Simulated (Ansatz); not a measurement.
# Si (diamond type): the cost of one run

Method: DFT, PBEsol, all-electron LAPW, scalar-relativistic, in Ansatz 0.2.0.

### 1 The starting structure

The structure is cubic, space group Fd-3m (No. 227). The conventional cell has a = 5.434 Å, b = 5.434 Å, c = 5.434 Å, α = 90.00°, β = 90.00°, γ = 90.00°. Si (site symmetry -43m) has 4 Si at 2.35 Å as nearest neighbours.

As a file:

```cif
data_structure
_symmetry_space_group_name_H-M 'P 1'
_symmetry_Int_Tables_number 1
_cell_length_a 3.8424
_cell_length_b 5.4340
_cell_length_c 3.8424
_cell_angle_alpha 90.000
_cell_angle_beta 90.000
_cell_angle_gamma 90.000
_cell_volume 80.23
loop_
_atom_site_label
_atom_site_type_symbol
_atom_site_fract_x
_atom_site_fract_y
_atom_site_fract_z
_atom_site_occupancy
Si1 Si 0.50000 0.37500 0.25000 1
Si2 Si 0.00000 0.87500 0.75000 1
Si3 Si 0.00000 0.12500 0.25000 1
Si4 Si 0.50000 0.62500 0.75000 1
```

Atoms are numbered in the order of the input: Si1, Si2, Si3, Si4.

### 2 Bulk in the slab's orientation, LAPW

input.yaml reads:

```yaml
crystal:
  lattice:
    - [-2.7169994271, 2.7169994271, 0.0]
    - [0.0, 0.0, 5.4339988542]
    - [2.7169994271, 2.7169994271, 0.0]
  atoms:
    - { symbol: Si, position: [0.5, 0.375, 0.25] }
    - { symbol: Si, position: [0.0, 0.875, 0.75] }
    - { symbol: Si, position: [0.0, 0.125, 0.25] }
    - { symbol: Si, position: [0.5, 0.625, 0.75] }
kpoints:
  mp_grid: { grid: [7, 5, 7] }
scf:
  occupations: { method: fermi_dirac, width: 0.02 }
hamiltonian:
  xc: pbesol
  pseudopotentials: { kind: all_electron, lapw: { basis_error: 0.001 } }
output:
  forces: true
  stress: true
  eigenvalues: true
```

The run is started by

```sh
$ ansatz run input.yaml --threads 2 --pin off --max-ram 4096MiB --backend cpu --events-out ev --progress --plain --runs-dir out
```

**Question.** How long does this run take on 2 threads of Intel Xeon 6975P-C (Granite Rapids), shared host, and how much memory does it need?

About 3.2 s, with a peak of 0.34 GiB.
